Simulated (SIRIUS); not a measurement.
# In (I4/mmm) in SIRIUS: a series of runs

Aim: see how the results for In move with the level of theory and the settings. Levels: PBE, PBEsol. Tasks: single point, equation of state.

Everything below comes from runs of SIRIUS 7.12.0. Logs are shortened: lines on timing, memory, paths and dates and some standing lists are left out, and cuts for length are marked. The log counts tension as positive stress, the text compression.

### Step 1. The structure

The structure is tetragonal, space group I4/mmm (No. 139). Conventional cell: a = 3.251 Å, b = 3.251 Å, c = 4.947 Å, α = 90.00°, β = 90.00°, γ = 90.00°. In (site symmetry 4/mmm) is surrounded by 12 In at 3.25 to 3.38 Å.

### Step 2. Single point, PBE, 24.57 Å³/atom (volume scaled by 0.94)

sirius.json

```json
{
  "control": {
    "processing_unit": "cpu",
    "verbosity": 2,
    "num_bands_to_print": 13,
    "print_forces": true,
    "print_stress": true
  },
  "parameters": {
    "electronic_structure_method": "pseudopotential",
    "xc_functionals": ["XC_GGA_X_PBE", "XC_GGA_C_PBE"],
    "gk_cutoff": 8.4,
    "pw_cutoff": 16.8,
    "ngridk": [11, 11, 11],
    "shiftk": [0, 0, 0],
    "smearing": "fermi_dirac",
    "smearing_width": 0.0018374661,
    "num_bands": 13,
    "num_mag_dims": 0,
    "num_dft_iter": 100,
    "energy_tol": 1e-08,
    "density_tol": 1e-06
  },
  "iterative_solver": {
    "type": "davidson",
    "min_tolerance": 1e-10
  },
  "mixer": {
    "type": "anderson",
    "beta": 0.7,
    "max_history": 8
  },
  "settings": {
    "tol_ne": 1e-10
  },
  "unit_cell": {
    "lattice_vectors": [
      [-3.008987914243, 3.008987914243, 4.579188421521],
      [3.008987914243, -3.008987914243, 4.579188421521],
      [3.008987914243, 3.008987914243, -4.579188421521]
    ],
    "atom_coordinate_units": "lattice",
    "atom_types": ["In"],
    "atom_files": {
      "In": "In.json"
    },
    "atoms": {
      "In": [
        [0.0, 0.0, 0.0]
      ]
    }
  }
}
```

Potentials or basis: PseudoDojo 0.4.1 PBE standard (scalar relativistic).

Started as:

```bash
upf_to_json In.upf
OMP_NUM_THREADS=1 sirius.scf --input=sirius.json --output=out.json --task=0
```

Log:

```text
[info] SIRIUS version : 7.12.0
[info] number of MPI ranks           : 1
[info] MPI grid                      : 1 1
[info] maximum number of OMP threads : 1
[fft] FFT context for density and potential
[fft] =====================================
[fft]   comm size                             : 1
[fft]   plane wave cutoff                     : 16.8
[fft]   grid size                             : 36 36 36   total : 46656
[fft]   grid limits                           : -17 18   -17 18   -17 18
[fft]   number of G-vectors within the cutoff : 6651
[fft]   local number of G-vectors             : 6651
[fft]   number of G-shells                    : 999
[fft] FFT context for coarse grid
[fft] =====================================
[fft]   comm size                             : 1
[fft]   plane wave cutoff                     : 16.8
[fft]   grid size                             : 36 36 36   total : 46656
[fft]   grid limits                           : -17 18   -17 18   -17 18
[fft]   number of G-vectors within the cutoff : 6651
[fft]   local number of G-vectors             : 6651
[fft]   number of G-shells                    : 999
[unit cell] lattice vectors
[unit cell]   a1 :      -3.0089879142      3.0089879142      4.5791884215
[unit cell]   a2 :       3.0089879142     -3.0089879142      4.5791884215
[unit cell]   a3 :       3.0089879142      3.0089879142     -4.5791884215
[unit cell] reciprocal lattice vectors
[unit cell]   b1 :       0.0000000000      1.0440695487      0.6860588306
[unit cell]   b2 :       1.0440695487      0.0000000000      0.6860588306
[unit cell]   b3 :       1.0440695487      1.0440695487      0.0000000000
[unit cell] unit cell volume :       165.84003932 [a.u.^3]
[unit cell] 1/sqrt(omega)    :         0.07765248
[unit cell] MT volume        :         0.00000000 ( 0.00%)
[unit cell] IT volume        :       165.84003932 (100.00%)
[unit cell] number of atom types : 1
[unit cell] type id : 0 symbol : In mt_radius :  19.630000 num_atoms : 1
[unit cell] total number of atoms : 1
[unit cell] number of symmetry classes : 1
[unit cell] number of PAW atoms : 0
[unit cell] atom id  type id  class id             position                      vector_field
[unit cell] ------------------------------------------------------------------------------------------
[unit cell]      0        0        0      0.00000   0.00000   0.00000      0.00000   0.00000   0.00000
[unit cell] atom id         position (Cartesian, a.u.)
[unit cell] ---------------------------------------------
[unit cell]      0       0.000000    0.000000    0.000000
[... 315 lines left out ...]
[find] total charge          : 13.000000
[find] Energy
[find] --------------------------------------------------------------------------------
[find] valence_eval_sum               :      -0.33108718
[find] <rho|V^{XC}>                   :     -11.59063166
[find] <rho|E^{XC}>                   :     -20.05184548
[find] <mag|B^{XC}>                   :       0.00000000
[find] <rho|V^{H}>                    :      26.48341579
[find] one-electron contribution      :     -15.22387132 (Ha),     -30.44774263 (Ry)
[find] hartree contribution           :      13.24170790
[find] xc contribution                :     -20.05184548
[find] ewald contribution             :     -44.41670798
[find] PAW contribution               :       0.00000000
[find] smearing (-TS)                 :      -0.00012428
[find] SCF correction                 :       0.00000070
[find] Total energy                   :     -66.45071618 (Ha),    -132.90143235 (Ry)
[find] Free energy (E-TS)             :     -66.45084046 (Ha),    -132.90168091 (Ry)
[find] band gap (eV)                  :       0.00000000
[find] Efermi                         :       0.42334331
[find] iteration : 16, RMS (target) : 8.5763e-07 (1.0000e-06) , energy difference (target) : -4.5294e-10 (1.0000e-08)
[find] bands are converged : false
[find] iterative solver converged : false
[find] converged after 17 SCF iterations!
[find] Charges and magnetic moments
[find] --------------------------------------------------------------------------------
[find] total charge          : 13.000000
[find] Energy
[find] --------------------------------------------------------------------------------
[find] valence_eval_sum               :      -0.33108718
[find] <rho|V^{XC}>                   :     -11.59063166
[find] <rho|E^{XC}>                   :     -20.05184548
[find] <mag|B^{XC}>                   :       0.00000000
[find] <rho|V^{H}>                    :      26.48341579
[find] one-electron contribution      :     -15.22387132 (Ha),     -30.44774263 (Ry)
[find] hartree contribution           :      13.24170790
[find] xc contribution                :     -20.05184548
[find] ewald contribution             :     -44.41670798
[find] PAW contribution               :       0.00000000
[find] smearing (-TS)                 :      -0.00012428
[find] SCF correction                 :       0.00000070
[find] Total energy                   :     -66.45071618 (Ha),    -132.90143235 (Ry)
[find] Free energy (E-TS)             :     -66.45084046 (Ha),    -132.90168091 (Ry)
[find] band gap (eV)                  :       0.00000000
[find] Efermi                         :       0.42334331
[ground_state] === stress tensor components [kbar] ===
[ground_state] === stress_kin ===
[ground_state] -49471.828069    0.000000    0.000000
[ground_state]     0.000000-49471.828069   -0.000000
[ground_state]     0.000000   -0.000000-49477.351785
[ground_state] === stress_har ===
[ground_state] -7909.969705    0.000000   -0.000000
[ground_state]     0.000000-7909.969705   -0.000000
[ground_state]    -0.000000   -0.000000-7671.640019
[ground_state] === stress_ewald ===
[ground_state] 26110.062890    0.000000    0.000000
[ground_state]     0.00000026110.062890    0.000000
[ground_state]     0.000000    0.00000026577.762801
[ground_state] === stress_vloc ===
[ground_state]  1826.829027    0.000000    0.000000
[ground_state]     0.000000 1826.829027    0.000000
[ground_state]     0.000000    0.000000 1117.862794
[ground_state] === stress_xc ===
[ground_state] -14615.524640    0.000000    0.000000
[ground_state]     0.000000-14615.524640   -0.000000
[ground_state]     0.000000   -0.000000-14614.034056
[ground_state] === stress_core ===
[ground_state] 21614.742843    0.000000    0.000000
[ground_state]     0.00000021614.742843   -0.000000
[ground_state]     0.000000   -0.00000021615.802106
[ground_state] === stress_nonloc ===
[ground_state] 22390.210550    0.000000   -0.000000
[ground_state]     0.00000022390.210550    0.000000
[ground_state]    -0.000000    0.00000022405.185492
[ground_state] === stress_us_nl ===
[ground_state] 22390.210550    0.000000   -0.000000
[ground_state]     0.00000022390.210550    0.000000
[ground_state]    -0.000000    0.00000022405.185492
[ground_state] === stress_total ===
[ground_state]   -55.477104    0.000000    0.000000
[ground_state]     0.000000  -55.477104   -0.000000
[ground_state]     0.000000   -0.000000  -46.412667
[ground_state] ==== total Forces in Ha/bohr =====
[ground_state] atom:    0, force:       0.0000000      0.0000000      0.0000000
[ground_state] ==== ultrasoft contribution from Qij =====
[ground_state] atom:    0, force:       0.0000000      0.0000000      0.0000000
[ground_state] ==== non-local contribution from Beta-projector =====
[ground_state] atom:    0, force:       0.0000000      0.0000000      0.0000000
[ground_state] ==== contribution from local potential =====
[ground_state] atom:    0, force:       0.0000000      0.0000000      0.0000000
[ground_state] ==== contribution from core density =====
[ground_state] atom:    0, force:       0.0000000      0.0000000      0.0000000
[ground_state] ==== Ewald forces from ions =====
[ground_state] atom:    0, force:       0.0000000      0.0000000      0.0000000
[~DFT_ground_state] local op. applied: 59565
[~DFT_ground_state] evp. work count: 18360.8
[~DFT_ground_state] number of iterative solver steps: 5382
```

Run time: 34 s. Hardware: 1 thread of Intel Xeon 6975P-C (Granite Rapids), shared host; peak memory 0.35 GiB.

What came out:

```
Free energy            : -1808.2195 eV
Pressure               : 5.2 GPa
Band gap on the k mesh : none (metal or under the smearing width)
```

### Step 3. Single point, PBE, 25.10 Å³/atom (volume scaled by 0.96)

sirius.json: that of step 2 with these lines changed.

```diff
@@ -37,5 +37,5 @@
     "lattice_vectors": [
-      [-3.008987914243, 3.008987914243, 4.579188421521],
-      [3.008987914243, -3.008987914243, 4.579188421521],
-      [3.008987914243, 3.008987914243, -4.579188421521]
+      [-3.030178668246, 3.030178668246, 4.611437289856],
+      [3.030178668246, -3.030178668246, 4.611437289856],
+      [3.030178668246, 3.030178668246, -4.611437289856]
     ],
```

Potentials or basis: PseudoDojo 0.4.1 PBE standard (scalar relativistic).

Started as:

```bash
upf_to_json In.upf
OMP_NUM_THREADS=1 sirius.scf --input=sirius.json --output=out.json --task=0
```

Wall time 28 s (1 thread of Intel Xeon 6975P-C (Granite Rapids), shared host); peak memory 0.36 GiB.

It converged, with:

| Item | Value |
| --- | --- |
| Free energy | -1808.2346 eV |
| Pressure | 4.0 GPa |
| Band gap on the k mesh | none (metal or under the smearing width) |

### Step 4. Single point, PBE, 25.62 Å³/atom (volume scaled by 0.98)

sirius.json: that of step 3 with these lines changed.

```diff
@@ -37,5 +37,5 @@
     "lattice_vectors": [
-      [-3.030178668246, 3.030178668246, 4.611437289856],
-      [3.030178668246, -3.030178668246, 4.611437289856],
-      [3.030178668246, 3.030178668246, -4.611437289856]
+      [-3.051077112608, 3.051077112608, 4.643241310613],
+      [3.051077112608, -3.051077112608, 4.643241310613],
+      [3.051077112608, 3.051077112608, -4.643241310613]
     ],
```

Started as:

```bash
upf_to_json In.upf
OMP_NUM_THREADS=1 sirius.scf --input=sirius.json --output=out.json --task=0
```

It took 29 s on 1 thread of Intel Xeon 6975P-C (Granite Rapids), shared host; peak memory 0.36 GiB.

Results (log left out):

```
Free energy            : -1808.2459 eV
Pressure               : 2.9 GPa
Band gap on the k mesh : none (metal or under the smearing width)
```

[end of part 1 of 2]
